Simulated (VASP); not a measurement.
Os:

```
Os
1.0
     0.00000    1.91293    1.91293
     1.91293    0.00000    1.91293
     1.91293    1.91293    0.00000
Os
1
Direct
  0.00000 0.00000 0.00000
```

This isn't the form of Os at room conditions, which is hcp.

```yaml
Program: VASP 6.6.1
Task: relaxation of cell and atoms
Functional: LDA
Potentials_or_basis: VASP PAW LDA potentials, release 64 (Os)
Cutoff: 600 eV
k_mesh: 18 × 18 × 18
Occupations: gaussian, width 0.1 eV
Spin: no spin polarisation
```

At the start: pressure -6.8 GPa; volume 14.00 Å³/atom.

Task: How do energy, volume and symmetry change on relaxing?

Result: Over 4 steps the energy falls by 4.7 meV/atom and the volume is 13.78 Å³/atom (-1.6 %); space group Fm-3m (No. 225, to 0.05 Å).

Step by step:
| step | energy change (eV) | largest force (eV/Å) | pressure (GPa) | volume (Å³) |
| --- | --- | --- | --- | --- |
| 1 | 0.0000 | 0.0000 | -6.76 | 14.00 |
| 2 | 0.0991 | 0.0000 | 37.65 | 12.84 |
| 3 | -0.0047 | 0.0000 | -0.23 | 13.79 |
| 4 | -0.0047 | 0.0000 | -0.04 | 13.78 |

Final structure:
```
Os
1.0
     0.00000    1.90299    1.90299
     1.90299    0.00000    1.90299
     1.90299    1.90299    0.00000
Os
1
Direct
  0.00000 0.00000 0.00000
```
